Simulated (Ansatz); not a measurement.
# PbS (Fm-3m): birefringence under uniaxial strain

Cubic PbS (Fm-3m) is strained along the cube axis z = [001] with x and y held fixed, and the static electronic response is computed along x and z.

It takes space group Fm-3m (No. 225, cubic). The conventional cell has a = 5.931 Å, b = 5.931 Å, c = 5.931 Å, α = 90.00°, β = 90.00°, γ = 90.00°. Around Pb on site a lie 6 S at 2.97 Å. S on site b has 6 Pb at 2.97 Å as nearest neighbours.

Method: Ansatz 0.2.0, PBE, independent particles, k-mesh 8×8×8 with interpolation inside its cells, Gaussian parameter 0.1 eV.

Launch of the response step: `ansatz run input.yaml --threads 4 --pin off --max-ram 8192MiB --backend cpu --events-out ev --progress --plain --runs-dir out`. The series took 38 s in all, on 4 threads of AMD EPYC 9R14 (Zen 4), on a shared host.

```
strain along z (%)  ε∞ along x  ε∞ along z  ε_z − ε_x
              -2.0     18.7656     19.5354    +0.7698
              -1.0     18.2331     18.6182    +0.3852
              +0.0     17.8678     17.8678    +0.0000
              +1.0           ?           ?          ?
              +2.0     17.3944     16.6461    -0.7483
              +3.0     17.2355     16.1269    -1.1086
```

To first order the splitting is linear in the strain, ε_z − ε_x = −ε² (p₁₁ − p₁₂) · strain.

Working, on the rows shown:

| x = strain | y = ε_z − ε_x |
| --- | --- |
| -0.02 | 0.7698 |
| -0.01 | 0.3852 |
| 0 | 0 |
| 0.02 | -0.7483 |
| 0.03 | -1.1086 |

Means: x̄ = 0.004, ȳ = -0.14038. Σ(x − x̄)(y − ȳ) = -0.06466, Σ(x − x̄)² = 0.00172. Slope = -0.06466 / 0.00172 = -37.6; intercept = ȳ − slope · x̄ = 0.010002. The line misses the rows shown by at most 0.01.

Problem. Predict the last column of the withheld row from the fit.

Solution. At x = 0.01 the line gives y = -0.36595. The run gave -0.3788, so the interpolation is off by 0.013, 0.7 % of the range in the table.

Between the rows on either side of x = 0 the slope is (-0.3788 − 0.3852) / (0.01 − (-0.01)) = -38.2. So p₁₁ − p₁₂ = +38.20 / 17.87² = +0.120, and 1 % of strain gives n_z − n_x = -0.0452. These are long-wavelength values at fixed fractional positions; over small gaps they hang strongly on the gap. The cell comes from an older database entry, whose edges can be off by a per cent or so. Excitons are left out and so are local fields. Spin-orbit coupling is left out.

[Logs are printed without paths, hosts, clocks, repeated set-up lines and the standing remarks that a program may print on its own settings, such as how far it seeks lower states.]
